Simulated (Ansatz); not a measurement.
**TaC (Fm-3m): zero-pressure volume and bulk modulus with LDA**

The task here is to estimate one member of a computed series from the others.

Computed with Ansatz 0.2.0 (DFT LDA, scalar-relativistic, plane waves, PAW, unless a step's input says otherwise).

1 further run of the same task is left out (set aside as unsound or not needed). Runs told in other sessions of the task aren't counted.

**Starting point**

Symmetry: Fm-3m, No. 225, cubic system. Conventional cell: a = 4.454 Å, b = 4.454 Å, c = 4.454 Å, α = 90.00°, β = 90.00°, γ = 90.00°. Ta (site symmetry m-3m) has 6 C at 2.23 Å in its first shell of neighbours. Around C (site symmetry m-3m) lie 6 Ta at 2.23 Å.

Coordinates:

```
Ta C
1.0
     0.00000    2.22700    2.22700
     2.22700    0.00000    2.22700
     2.22700    2.22700    0.00000
Ta C
1 1
Direct
  0.00000 0.00000 0.00000
  0.50000 0.50000 0.50000
```

An earlier run on this cell at PBE gave 4.73 GPa at 11.045 Å³/atom (10×10×10 mesh), a metal on this mesh. The cell is compressed at this level.

The first run:

Contents of input.yaml:

```yaml
crystal:
  lattice:
    - [0.0, 2.226998583, 2.226998583]
    - [2.226998583, 0.0, 2.226998583]
    - [2.226998583, 2.226998583, 0.0]
  atoms:
    - { symbol: Ta, position: [0.0, 0.0, 0.0] }
    - { symbol: C, position: [0.5, 0.5, 0.5] }
basis:
  ecutwfc: 420
  ecutrho_ratio: 4
kpoints:
  mp_grid: { grid: [10, 10, 10] }
hamiltonian:
  xc: lda
scf:
  occupations: { method: gaussian, width: 0.05 }
output:
  forces: true
  stress: true
  eigenvalues: true
```

The run is started by

```sh
> ansatz run input.yaml --threads 4 --pin off --max-ram 8192MiB --backend cpu --events-out ev --progress --plain --runs-dir out
```

Among the steps run: At the given cell; Stepping to 10.357 Å³/atom; Stepping to 10.743 Å³/atom; Volume × 0.98 of the new zero; Volume × 1.02 of the new zero; Volume × 0.96 of the new zero; Volume × 1.04 of the new zero.

One table of the session follows, with a row left open; its other results are not shown here.

It belongs to the step «Energy and pressure against volume». 

```
volume (Å³/atom)  energy (meV/atom)  pressure (GPa)
          10.313              20.81           16.05
          10.528                  ?               ?
          10.743               0.00            0.06
          10.958               4.55           -6.77
          11.173              17.82          -12.93
```

Q: Estimate the row for volume (Å³/atom) = 10.528 from the others.

Worked estimate for «energy (meV/atom)». A straight line through the neighbours (10.313, 20.81) and (10.743, 0.00) gives 20.81 + (0.00 − 20.81) × (10.528 − 10.313) / (10.743 − 10.313) = 10.40; a parabola fitted to 3 rows on both sides gives 5.42.

The run gave: energy (meV/atom): 5.04; pressure (GPa): 7.64. In «energy (meV/atom)» the line misses by +5.36 and the parabola by +0.38.
